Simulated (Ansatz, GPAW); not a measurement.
This is a calculation of Li (Lithium) for GPAW 26.7.0 (ASE script). 

File run.py:

```python
from ase.dft.bandgap import bandgap
from ase.io import read, write
from ase.units import GPa
from gpaw import GPAW, PW

atoms = read('POSCAR')

calc = GPAW(mode=PW(800),
            xc='LDA',
            kpts={'size': (11, 11, 11), 'gamma': True},
            occupations={'name': 'methfessel-paxton', 'order': 0, 'width': 0.05},
            nbands=6,
            convergence={'density': 1e-05, 'energy': 1e-05},
            maxiter=150,
            txt='gpaw.txt')
atoms.calc = calc
energy = atoms.get_potential_energy()
forces = atoms.get_forces()
stress = atoms.get_stress()
calc.write('gs.gpw')
write('result.traj', atoms)
print(f'Energy: {energy:.6f} eV')
print('Forces (eV/A):')
print(forces.round(4))
print('Stress (GPa):', (stress / GPa).round(3))
print('Fermi level:', round(calc.get_fermi_level(), 4), 'eV')
print(f'Gap: {bandgap(calc)[0]:.4f} eV, direct: {bandgap(calc, direct=True)[0]:.4f} eV')
```

Contents of POSCAR:

```
Li
1.0
   -1.7546500000      1.7546500000      1.7546500000
    1.7546500000     -1.7546500000      1.7546500000
    1.7546500000      1.7546500000     -1.7546500000
Li
1
Direct
    0.0000000000      0.0000000000      0.0000000000
```

Potentials or basis: the program's PAW data sets (release 1.2.1) made for this functional, pw.

Command:

```console
$ OMP_NUM_THREADS=1 python run.py
```

Q: Translate it to Ansatz 0.2.0. Potentials or basis there: all-electron LAPW, scalar-relativistic.

A: As run (cutoffs and basis follow the program's own potentials, and thresholds, step limits or extra output files can differ):

input.yaml

```yaml
crystal:
  lattice:
    - [-1.75465, 1.75465, 1.75465]
    - [1.75465, -1.75465, 1.75465]
    - [1.75465, 1.75465, -1.75465]
  atoms:
    - { symbol: Li, position: [0.0, 0.0, 0.0] }
kpoints:
  mp_grid: { grid: [11, 11, 11] }
scf:
  occupations: { method: gaussian, width: 0.05 }
hamiltonian:
  xc: lda
  pseudopotentials: { kind: all_electron, lapw: { basis_error: 0.001 } }
output:
  forces: true
  stress: true
  eigenvalues: true
```

Potentials or basis: all-electron LAPW, scalar-relativistic.

The run is started by

```console
$ ansatz run input.yaml --threads 1 --pin off --max-ram 3072MiB --backend cpu --events-out ev --progress --plain --runs-dir out
```

Both were run:

|  | GPAW | Ansatz |
| --- | --- | --- |
| Pressure | -1.5 GPa | -1.6 GPa |

Where Ansatz's input types no cutoff or centring, it takes its own default and a Γ-centred mesh.

The two programs' LDA may be different fits to the electron gas.

Pressure is positive in compression.
